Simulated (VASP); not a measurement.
# SnSe in VASP: single point with r2SCAN

Aim: the single point of SnSe with r2SCAN.

Program: VASP 6.6.1. These are calculated values, not measurements. Logs are shortened: lines on timing, memory, paths and dates and some standing lists are left out, and cuts for length are marked.

## 1. Starting point

The cell holds a slab with vacuum, 4 atoms: a = 4.285 Å, b = 4.285 Å, c = 10.991 Å, α = 90.00°, β = 90.00°, γ = 90.00°.

## 2. Single point, r2SCAN

Contents of POSCAR:

```
SnSe
1.0
    4.2853270000      0.0000000000      0.0000000000
    0.0000000000      4.2853270000      0.0000000000
    0.0000000000      0.0000000000     10.9906920000
Sn Se
2 2
Direct
    0.5000000000      0.0000000000      0.3722290000
    0.0000000000      0.5000000000      0.6277710000
    0.5000000000      0.0000000000      0.6160390000
    0.0000000000      0.5000000000      0.3839610000
```

Contents of INCAR.step1:

```
SYSTEM = SnSe
PREC = Accurate ; ENCUT = 520
ISMEAR = -1 ; SIGMA = 0.01
LREAL = .FALSE. ; LASPH = .TRUE.
NELM = 100 ; NBANDS = 28
GGA = PE ; ALGO = Normal
EDIFF = 1E-4 ; LWAVE = .TRUE.
LCHARG = .FALSE.
```

Contents of INCAR.step2:

```
SYSTEM = SnSe
PREC = Accurate ; ENCUT = 520
EDIFF = 1E-6 ; ISMEAR = -1
SIGMA = 0.01 ; LREAL = .FALSE.
LASPH = .TRUE. ; NELM = 100
ALGO = Normal ; ISIF = 2
LWAVE = .FALSE. ; LCHARG = .FALSE.
METAGGA = R2SCAN ; LMIXTAU = .TRUE.
NBANDS = 28 ; ISTART = 1
```

Contents of KPOINTS:

```
Automatic mesh
0
G
  1 1 1
  0 0 0
```

Potentials or basis: VASP PAW PBE potentials, release 64 (Sn_d, Se).

Command:

```sh
$ cat potpaw_PBE.64/Sn_d/POTCAR potpaw_PBE.64/Se/POTCAR > POTCAR
$ cp INCAR.step1 INCAR
$ mpirun -np 1 vasp_gam > vasp.out
$ cp INCAR.step2 INCAR
$ mpirun -np 1 vasp_gam > vasp.out
```

OUTCAR:

```text
SYSTEM = SnSe
   PREC = Accurate
   ENCUT = 520
   EDIFF = 1E-6
   ISMEAR = -1
   LREAL = .FALSE.
   LASPH = .TRUE.
   NELM = 100
   ISIF = 2
   METAGGA = R2SCAN
   ISTART = 1

 ion  position               nearest neighbor table
   1  0.500  0.000  0.372-   3 2.68   4 3.03   4 3.03   4 3.03   4 3.03
   2  0.000  0.500  0.628-   4 2.68   3 3.03   3 3.03   3 3.03   3 3.03
   3  0.500  0.000  0.616-   1 2.68   2 3.03   2 3.03   2 3.03   2 3.03
   4  0.000  0.500  0.384-   2 2.68   1 3.03   1 3.03   1 3.03   1 3.03

  LATTYP: Found a simple tetragonal cell.
 ALAT       =     4.2853270000
 C/A-ratio  =     2.5647265658

  Lattice vectors:

 A1 = (   4.2853270000,   0.0000000000,   0.0000000000)
 A2 = (   0.0000000000,   4.2853270000,   0.0000000000)
 A3 = (   0.0000000000,   0.0000000000,  10.9906920000)

Analysis of symmetry for initial positions (statically):
=====================================================================
 Subroutine PRICEL returns:
 Original cell was already a primitive cell.

 Routine SETGRP: Setting up the symmetry group for a
 simple tetragonal supercell.

 Subroutine GETGRP returns: Found 16 space group operations
 (whereof  8 operations were pure point group operations)
 out of a pool of 16 trial point group operations.

The static configuration has the point symmetry D_2d.
 The point group associated with its full space group is D_4h.

Analysis of symmetry for dynamics (positions and initial velocities):
=====================================================================
 Subroutine PRICEL returns:
 Original cell was already a primitive cell.

 Routine SETGRP: Setting up the symmetry group for a
 simple tetragonal supercell.

 Subroutine GETGRP returns: Found 16 space group operations
 (whereof  8 operations were pure point group operations)
 out of a pool of 16 trial point group operations.

The dynamic configuration has the point symmetry D_2d.
 The point group associated with its full space group is D_4h.

 Subroutine INISYM returns: Found 16 space group operations
 (whereof  8 operations are pure point group operations),
 and found     1 'primitive' translations

----------------------------------------------------------------------------------------

                                     Primitive cell

  volume of cell :     201.8334

  direct lattice vectors                    reciprocal lattice vectors
     4.285327000  0.000000000  0.000000000     0.233354421  0.000000000  0.000000000
     0.000000000  4.285327000  0.000000000     0.000000000  0.233354421  0.000000000
     0.000000000  0.000000000 10.990692000     0.000000000  0.000000000  0.090986082

  length of vectors
     4.285327000  4.285327000 10.990692000     0.233354421  0.233354421  0.090986082

  position of ions in fractional coordinates (direct lattice)
     0.500000000  0.000000000  0.372229000
     0.000000000  0.500000000  0.627771000
     0.500000000  0.000000000  0.616039000
     0.000000000  0.500000000  0.383961000

  ion indices of the primitive-cell ions
   primitive index   ion index
                 1           1
                 2           2
                 3           3
                 4           4

----------------------------------------------------------------------------------------

 KPOINTS: Automatic mesh

Automatic generation of k-mesh.
 Grid dimensions read from file:
 generate k-points for:    1    1    1

 Generating k-lattice:

  Cartesian coordinates                     Fractional coordinates (reciprocal lattice)
     0.233354421  0.000000000  0.000000000     1.000000000  0.000000000  0.000000000
     0.000000000  0.233354421  0.000000000     0.000000000  1.000000000  0.000000000
     0.000000000  0.000000000  0.090986082     0.000000000  0.000000000  1.000000000

  Length of vectors
     0.233354421  0.233354421  0.090986082

  Shift w.r.t. Gamma in fractional coordinates (k-lattice)
     0.000000000  0.000000000  0.000000000

 Subroutine IBZKPT returns following result:
 ===========================================

 Found      1 irreducible k-points:

 Following reciprocal coordinates:
            Coordinates               Weight
  0.000000  0.000000  0.000000      1.000000
   k-points           NKPTS =      1   k-points in BZ     NKDIM =      1   number of bands    NBANDS=     28
   number of dos      NEDOS =    301   number of ions     NIONS =      4
   total plane-waves  NPLWV =  86016
   dimension x,y,z NGX =    32 NGY =   32 NGZ =   84
   dimension x,y,z NGXF=    64 NGYF=   64 NGZF=  168
   ions per type =               2   2
   NGX,Y,Z   is equivalent  to a cutoff of  12.41, 12.41, 12.71 a.u.
   NGXF,Y,Z  is equivalent  to a cutoff of  24.83, 24.83, 25.41 a.u.
 SYSTEM =  SnSe
   PREC   = accura    normal or accurate (medium, high low for compatibility)
   ISTART =      1    job   : 0-new  1-cont  2-samecut
   ICHARG =      0    charge: 1-file 2-atom 10-const
   ISPIN  =      1    spin polarized calculation?
   LNONCOLLINEAR =      F non collinear calculations
   LSORBIT =      F    spin-orbit coupling
   LASPH  =      T    aspherical Exc in radial PAW
   ENCUT  =  520.0 eV  38.22 Ry    6.18 a.u.   7.97  7.97 20.44*2*pi/ulx,y,z
   NELM   =    100;   NELMIN=  2; NELMDL=  0     # of ELM steps
   EDIFF  = 0.1E-05   stopping-criterion for ELM
   LREAL  =      F    real-space projection
   EDIFFG = 0.1E-04   stopping-criterion for IOM
   NSW    =      0    number of steps for IOM
   IBRION =     -1    ionic relax: 0-MD 1-quasi-New 2-CG
   NFREE  =      0    steps in history (QN), initial steepest desc. (CG)
   ISIF   =      2    stress and relaxation
   ISYM   =      2    0-nonsym 1-usesym 2-fastsym
   POTIM  = 0.5000    time-step for ionic-motion
   TEBEG  =    0.0;   TEEND  =   0.0 temperature during run
   PSTRESS=    0.0 pullay stress
   NELECT =      40.0000    total number of electrons
   NUPDOWN=      -1.0000    fix difference up-down
   EMIN   =  10.00;   EMAX   =-10.00  energy-range for DOS
   EFERMI =   0.00;   METHOD = LEGACY
   ISMEAR =    -1;   SIGMA  =   0.01  broadening in eV -4-tet -1-fermi 0-gaus
   EFERMI_NEDOS =   21; number of points for ismear=-14 and -15
   IALGO  =     38    algorithm
   IMIX   =      4    mixing-type and parameters
     AMIX     =   0.40;   BMIX     =  1.00
     AMIX_MAG =   1.60;   BMIX_MAG =  1.00
  volume/ion in A,a.u.               =      50.46       340.51
  Fermi-wavevector in a.u.,A,eV,Ry     =   0.954473  1.803693 12.395173  0.911020
  Thomas-Fermi vector in A             =   2.083223
   LORBIT       =      0    0 simple, 1 ext, 2 COOP (PROOUT), +10 PAW based schemes
   METAGGA = R2SCAN    functional components
   LHFCALC =     F    Hartree Fock is set to
   AEXX    =    0.0000 exact exchange contribution
   IVDW    =     0    specifies the selected vdW correction
   LEPSILON=     F    determine dielectric tensor
   LRPA    =     F    only Hartree local field effects (RPA)
 non-spin polarized calculation
  energy-cutoff  :      520.00
  volume of cell :      201.83
 maximum number of plane-waves:      2709
 NGX is ok and might be reduce to    30
   NGX = 15   NGY = 15   NGZ = 41

 number of electron      40.0000020 magnetization

 Free energy of the ion-electron system (eV)
  ---------------------------------------------------
  ext. energy  EPLUGINS =         0.00000000
  ---------------------------------------------------
  free energy    TOTEN  =       -78.55907593 eV

  energy without entropy =      -78.55907593  energy(sigma->0) =      -78.55907593

 E-fermi :   0.8463     XC(G=0):  -6.1797

 val. band max:        0.5218076807   @ k =   0.0000   0.0000   0.0000
 cond. band min:       2.3760874378   @ k =   0.0000   0.0000   0.0000
 fundamental gap:      1.8542797571
 Fermi energy:         0.8463102001

 k-point     1 :       0.0000    0.0000    0.0000
  band No.  band energies     occupation
      1     -21.3649      2.00000
      2     -21.3350      2.00000
      3     -21.3080      2.00000
      4     -21.3059      2.00000
      5     -21.3059      2.00000
      6     -21.3027      2.00000
[... 20 lines left out ...]
     27       6.7543      0.00000
     28       6.7543      0.00000

------------------------ aborting loop because EDIFF is reached ----------------------------------------

  FORCE on cell =-STRESS in cart. coord.  units (eV):
  Direction    XX          YY          ZZ          XY          YZ          ZX
  --------------------------------------------------------------------------------------
  -------------------------------------------------------------------------------------
  Total        4.6772818      4.6772818      5.2319370      0.0000000      0.0000000      0.0000000
  in kB       37.1288196     37.1288196     41.5317394      0.0000000      0.0000000      0.0000000
  external PRESSURE =      38.5964595 kB  Pullay stress =       0.0000000 kB

 VOLUME and BASIS-vectors are now :
 -----------------------------------------------------------------------------
  energy-cutoff  :      520.00
  volume of cell :      201.83
      direct lattice vectors                 reciprocal lattice vectors
     4.285327000  0.000000000  0.000000000     0.233354421  0.000000000  0.000000000
     0.000000000  4.285327000  0.000000000     0.000000000  0.233354421  0.000000000
     0.000000000  0.000000000 10.990692000     0.000000000  0.000000000  0.090986082

 POSITION                                       TOTAL-FORCE (eV/Angst)
 -----------------------------------------------------------------------------------
      2.14266      0.00000      4.09105        -0.000000      0.000000      0.429205
      0.00000      2.14266      6.89964         0.000000      0.000000     -0.429205
      2.14266      0.00000      6.77069         0.000000      0.000000      2.569205
      0.00000      2.14266      4.22000         0.000000     -0.000000     -2.569205
 -----------------------------------------------------------------------------------
    total drift:                                0.000000      0.000000      0.000000

  FREE ENERGIE OF THE ION-ELECTRON SYSTEM (eV)
  ---------------------------------------------------
  free  energy   TOTEN  =       -78.5590759279 eV

  energy  without entropy=      -78.5590759279  energy(sigma->0) =      -78.55907593
```

Run time: 36 s. Hardware: 1 thread of AMD EPYC 9R45 (Zen 5), shared host; peak memory 0.26 GiB.

What came out:

* Free energy: -78.5591 eV
* Largest force: 2.569 eV/Å
* Band gap on the k mesh: 1.85 eV, direct

Forces in eV/Å, atoms in the order of the input:
```
Sn   0.000  0.000  0.429
Sn   0.000  0.000 -0.429
Se   0.000  0.000  2.569
Se   0.000  0.000 -2.569
```

Levels at points of the mesh, in eV from the valence-band top:
```csv
k point,band 18,band 19,band 20,band 21,band 22,band 23
"(0.00, 0.00, 0.00)",-1.58,-1.58,0.00,1.85,4.08,4.34
```

Caveat: the PAW data sets were made with another functional, which shifts forces and pressure a little; spin-orbit coupling is left out, which moves the levels of the heavy elements.
